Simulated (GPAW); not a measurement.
Runs of GPAW 26.7.0 on Co. Symmetry: P6_3/mmc, No. 194, hexagonal system. Conventional cell: a = 2.437 Å, b = 2.437 Å, c = 7.979 Å, α = 90.00°, β = 90.00°, γ = 120.00°. Co (site symmetry -6m2) is surrounded by 12 Co at 2.44 Å. Co (site symmetry -3m) is surrounded by 12 Co at 2.44 Å. 

| task | level | potentials or basis | cell | k mesh | cutoff (eV) | lines | response ecut | maxiter | response k mesh | response bands | mesh quality | gap on the mesh (eV) | pressure (GPa) | moment (μB) |
| --- | --- | --- | --- | --- | --- | --- | --- | --- | --- | --- | --- | --- | --- | --- |
| magnons | LDA | the program's PAW data sets (release 1.2.1) made for this functional, pw | P6_3/mmc, 10.26 Å³/atom | 10 × 10 × 3 | 500 | 2 | 150 eV | 150 | 6 × 6 × 4 | 50 | coarse | none | - | 6.40 |
| band structure | RPBE | the program's PAW data sets (release 1.2.1) made for this functional, pw | P6_3/mmc, 10.69 Å³/atom | 8 × 8 × 2 | 600 | - | - | 150 | - | - | coarse | - | (a) | (b) |
| single point | PBE | GPAW PAW data sets (gpaw-data 1.2.1), pw | atoms moved at random, drawn with an rms of 0.05 Å | 12 × 12 × 4 | 600 | - | - | 150 | - | - | not flagged | none | 5.3 | 6.61 |
| band structure | PBE | JTH PAW 2.0, PBE, pw | P6_3/mmc, 10.69 Å³/atom | 8 × 8 × 2 | 600 | - | - | 150 | - | - | coarse | - | 2.6 | 6.42 |
| magnons | LDA | the program's PAW data sets (release 1.2.1) made for this functional, pw | P6_3/mmc, 10.47 Å³/atom | 10 × 10 × 3 | 500 | 2 | 150 eV | 150 | 6 × 6 × 4 | 50 | coarse | none | - | 6.50 |
| single point | LDA | the program's PAW data sets (release 1.2.1) made for this functional, pw | P6_3/mmc, 10.69 Å³/atom | 10 × 10 × 3 | 500 | - | - | 120 | - | - | not flagged | none | -19.5 | 6.57 |
| magnons | LDA | the program's PAW data sets (release 1.2.1) made for this functional, pw | P6_3/mmc, 10.69 Å³/atom | 10 × 10 × 3 | 500 | 2 | 150 eV | 150 | 6 × 6 × 4 | 50 | coarse | none | - | 6.57 |

Alike in all rows: spin collinear, ferromagnetic start; smearing fermi-dirac 0.05 eV.

Estimate the missing entries.

(a) 10.0; (b) 6.46.

Caveats: some runs use coarse meshes; the number of bands moves the energies at small q by some ten meV (some runs); the exchange constants hang on this mesh and on the site radius (some runs); magnon energies are noisy on this mesh (some runs); the program truncates these outside data sets (some runs); the cutoff is short for stress and forces, so pressures can be off by a GPa or more (some runs); so large a pressure means that the cell lies far from this level's equilibrium, or that cutoff or potentials fall short (some runs).

A gap of «none» marks a metal or a gap under the smearing width.

The runs don't all hold the same shells in valence.
